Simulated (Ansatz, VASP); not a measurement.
# SrO in VASP and in Ansatz

File INCAR:

```
PREC = Accurate
ENCUT = 520
EDIFF = 1E-6
ISMEAR = -1
SIGMA = 0.02
LREAL = False
LASPH = True
NELM = 80
ALGO = Normal
ISIF = 2
LWAVE = False
LCHARG = True
GGA = PE
LELF = True
LVHAR = True
NBANDS = 15
```

KPOINTS

```
Automatic mesh
0
Gamma
  8 8 8
```

Contents of POSCAR:

```
SrO
1.0
    0.0000000000      2.5173403822      2.5173403822
    2.5173403822      0.0000000000      2.5173403822
    2.5173403822      2.5173403822      0.0000000000
Sr O
1 1
Direct
    0.0000000000      0.0000000000      0.0000000000
    0.5000000000      0.5000000000      0.5000000000
```

Input for Ansatz:

```yaml
crystal:
  lattice:
    - [0.0, 2.5173403822, 2.5173403822]
    - [2.5173403822, 0.0, 2.5173403822]
    - [2.5173403822, 2.5173403822, 0.0]
  atoms:
    - { symbol: Sr, position: [0.0, 0.0, 0.0] }
    - { symbol: O, position: [0.5, 0.5, 0.5] }
kpoints:
  mp_grid: { grid: [8, 8, 8] }
  band_path:
    path:
      - [0.0, 0.0, 0.0]
      - [0.5, 0.0, 0.5]
      - [0.625, 0.25, 0.625]
      - [0.375, 0.375, 0.75]
      - [0.0, 0.0, 0.0]
      - [0.5, 0.5, 0.5]
      - [0.5, 0.25, 0.75]
      - [0.5, 0.0, 0.5]
    npoints: 5
scf:
  occupations: { method: fermi_dirac, width: 0.02 }
hamiltonian:
  xc: pbe
  pseudopotentials: { kind: all_electron, lapw: { basis_error: 0.00025 } }
output:
  forces: true
  stress: true
  eigenvalues: true
```

Change from the starting cell: volume scaled by 0.94.

Alike in both runs: task single point; functional PBE; k mesh 8 × 8 × 8; occupations fermi-dirac, width 0.02 eV; no spin polarisation.

```csv
,VASP,Ansatz
version,VASP 6.6.1,Ansatz 0.2.0
potentials or method,"VASP PAW PBE potentials, release 64 (Sr_sv, O)","all-electron LAPW, scalar-relativistic"
plane-wave cutoff (eV),520,see its input
```

Ansatz gave:

```
gap on the k mesh at the Fermi level (eV) : 3.27
pressure (GPa)                            : 9.8
```

**Question.** Estimate VASP's values.

**Answer.** gap on the k mesh at the Fermi level (eV): 3.22; pressure (GPa): 10.6.

Ansatz ran all-electron here, so the differences hold the error of VASP's frozen core and of both bases.

A k mesh can miss the band edges.
